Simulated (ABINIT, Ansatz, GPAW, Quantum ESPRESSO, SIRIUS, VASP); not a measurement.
# HgTe: programs and potentials compared

```
Hg Te
1.0
     0.00000    3.21450    3.21450
     3.21450    0.00000    3.21450
     3.21450    3.21450    0.00000
Hg Te
1 1
Direct
  0.00000 0.00000 0.00000
  0.75000 0.75000 0.75000
```

Alike in all runs: task single point; functional PBEsol; k mesh 7 × 7 × 7; occupations fermi-dirac, width 0.05 eV; no spin polarisation; no spin-orbit coupling. Pressure is positive in compression and, in plane waves, holds the error of the finite cutoff, which Ansatz's Pulay term estimates and takes out.

```tsv
program and potentials	plane-wave cutoff (eV)	notes	pressure (GPa)
Ansatz, Ansatz PAW	420	potentials made for PBE, which Ansatz adapts in part; 18 valence electrons an atom on average; Pulay term of +0.03 GPa included	1.76
Ansatz, all-electron LAPW, scalar-relativistic	-	-	1.77
SIRIUS, PseudoDojo 0.4.1 PBEsol standard (scalar relativistic)	1102	18 valence electrons an atom on average	1.82
ABINIT, PseudoDojo NC SR PBEsol v0.4.1 standard	1088	18 valence electrons an atom on average	1.82
VASP, PBE PAW files Hg, Te, 520 eV	520	potentials made for PBE; 9 valence electrons an atom on average	1.89
GPAW, PAW data sets generated for this functional	600	12 valence electrons an atom on average	?
Quantum ESPRESSO, GBRV 1.5 PBEsol	612	9 valence electrons an atom on average	2.19
```

Problem. Estimate from the other rows what the run with GPAW, PAW data sets generated for this functional gave.

Solution. Pressure 1.74 GPa. The other rows, which needn't bracket it: pressure 1.76 to 2.19.
